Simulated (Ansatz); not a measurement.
HgTe (Coloradoite):

```
Hg Te
1.0
     0.00000    3.21450    3.21450
     3.21450    0.00000    3.21450
     3.21450    3.21450    0.00000
Hg Te
1 1
Direct
  0.00000 0.00000 0.00000
  0.75000 0.75000 0.75000
```

Base run:

| Quantity | Value |
| --- | --- |
| Program | Ansatz 0.2.0 |
| Functional | BPBE |
| Potentials or basis | Ansatz PAW |
| Cutoff | 420 eV (not typed: the program's choice for these potentials) |
| k mesh | 7 × 7 × 7 |
| Occupations | fermi-dirac, width 0.05 eV |
| Spin | no spin polarisation |

Its results: band gap on the k mesh none (metal or under the smearing width); pressure 4.4 GPa.

Problem. The run is repeated on the same cell with these changes: functional from BPBE to RPBE. What comes out?

Solution. Band gap on the k mesh none (metal or under the smearing width); pressure 6.3 GPa.

Caveats: spin-orbit coupling is left out, which moves the levels of the heavy elements; the PAW data sets come from PBE, with cores solved anew for the run's functional, which leaves a small shift of forces and pressure.
